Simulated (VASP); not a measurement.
CaSe: relaxation of cell and atoms with LDA

Crystal: CaSe.

```xyz
2
Lattice="0.0000 2.9006 2.9006 2.9006 0.0000 2.9006 2.9006 2.9006 0.0000" Properties=species:S:1:pos:R:3 pbc="T T T"
Ca    0.0000    0.0000    0.0000
Se    2.9006    2.9006    2.9006
```

```json
{
 "Program": "VASP 6.6.1",
 "Task": "relaxation of cell and atoms",
 "Functional": "LDA",
 "Potentials or basis": "VASP PAW LDA potentials, release 64 (Ca_sv, Se)",
 "Cutoff": "600 eV",
 "k mesh": "8 × 8 × 8",
 "Occupations": "gaussian, width 0.03 eV",
 "Spin": "no spin polarisation",
 "Further INCAR settings": "ALGO = Normal; EDIFF = 1e-07; IBRION = 2; EDIFFG = -0.005; NSW = 90; ISIF = 3"
}
```

* Pressure after relaxing: 0.0 GPa
* Band gap on the k mesh: 1.71 eV, indirect (least direct gap 2.71 eV)

Final structure:
```cif
data_structure
_symmetry_space_group_name_H-M 'P 1'
_symmetry_Int_Tables_number 1
_cell_length_a 4.1021
_cell_length_b 4.1021
_cell_length_c 4.1021
_cell_angle_alpha 60.000
_cell_angle_beta 60.000
_cell_angle_gamma 60.000
_cell_volume 48.81
loop_
_atom_site_label
_atom_site_type_symbol
_atom_site_fract_x
_atom_site_fract_y
_atom_site_fract_z
_atom_site_occupancy
Ca1 Ca 0.00000 0.00000 0.00000 1
Se1 Se 0.50000 0.50000 0.50000 1
```

Levels at points of the mesh, in eV from the valence-band top:
```csv
k point,band 5,band 6,band 7,band 8,band 9,band 10,band 11,band 12
"(0.00, 0.00, 0.00)",-12.05,0.00,0.00,0.00,3.43,3.51,3.51,3.51
"(0.50, 0.00, 0.00)",-11.22,-3.57,-1.36,-1.36,4.47,5.48,5.49,5.49
"(0.50, 0.50, 0.00)",-11.40,-2.69,-1.00,-1.00,1.71,5.02,5.10,6.08
```

Wall time 8.9 s on 1 thread of Intel(R) Xeon(R) 6975P-C (Granite Rapids), on a shared host, peak memory 0.17 GiB.

Caveat: the relaxation stopped at its first step, so nothing moved. A k mesh can miss the band edges.
